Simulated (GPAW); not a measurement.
A run of GPAW 26.7.0:

Contents of run.py:

```python
import numpy as np
from ase import Atoms
from ase.units import Bohr, Ha
from gpaw import GPAW, PW
from gpaw.hybrids.energy import non_self_consistent_energy
from gpaw.xc.rpa import RPACorrelation

atoms = Atoms(['V'],
              cell=[[-1.37771515, 1.64119061, 1.64793453],
                    [1.50497572, -1.49125904, 1.62526353],
                    [1.27254586, 1.38608975, -1.49800296]],
              scaled_positions=[[0.0, 0.0, 0.0]],
              pbc=True)
atoms.set_initial_magnetic_moments([3.0])

for x in [1.0]:
    ecuts = np.array([96.0, 120.0, 150])
    a = atoms.copy()
    a.set_cell(atoms.cell * x**(1 / 3), scale_atoms=True)
    calc = GPAW(mode=PW(400),
                xc='PBE',
                kpts={'size': (3, 4, 4), 'gamma': True},
                occupations={'name': 'fermi-dirac', 'width': 0.05},
                nbands=15,
                convergence={'density': 1e-06},
                symmetry={'point_group': False},
                maxiter=150,
                txt=f'gs-{x:.2f}.txt')
    a.calc = calc
    dft = a.get_potential_energy(force_consistent=True)
    calc.write(f'gs-{x:.2f}.gpw')
    exx = non_self_consistent_energy(calc, 'EXX').sum()
    calc.diagonalize_full_hamiltonian(nbands=int(a.get_volume() / Bohr**3 * (ecuts[-1] / Ha)**1.5 * 2**0.5 / 3 / np.pi**2 * 1.15) + 30)
    calc.write(f'full-{x:.2f}.gpw', mode='all')
    ec = RPACorrelation(f'full-{x:.2f}.gpw', ecut=ecuts, nfrequencies=16, skip_gamma=True, frequency_scale=2.5, txt=f'rpa-{x:.2f}.txt').calculate()
    slope, ec_inf = np.polyfit(ecuts**-1.5, ec, 1)
    print(f'V = {a.get_volume():.4f} A^3: DFT {dft:.5f}, EXX {exx:.5f}, correlation', *ec.round(5), f'extrapolated {ec_inf:.5f}, total {exx + ec_inf:.5f} eV', flush=True)
```

Potentials or basis: GPAW PAW data sets (gpaw-data 1.2.1), pw.

Launch:

```bash
$ OMP_NUM_THREADS=1 python run.py
```

Hardware: 1 thread of Arm Neoverse V2, with other jobs on the host.

Q: How long does it take, and how much memory?

A: Run time: 68 s on 1 thread of Arm Neoverse V2 (shared host), peak memory 0.21 GiB. Counts: scf iterations 17.
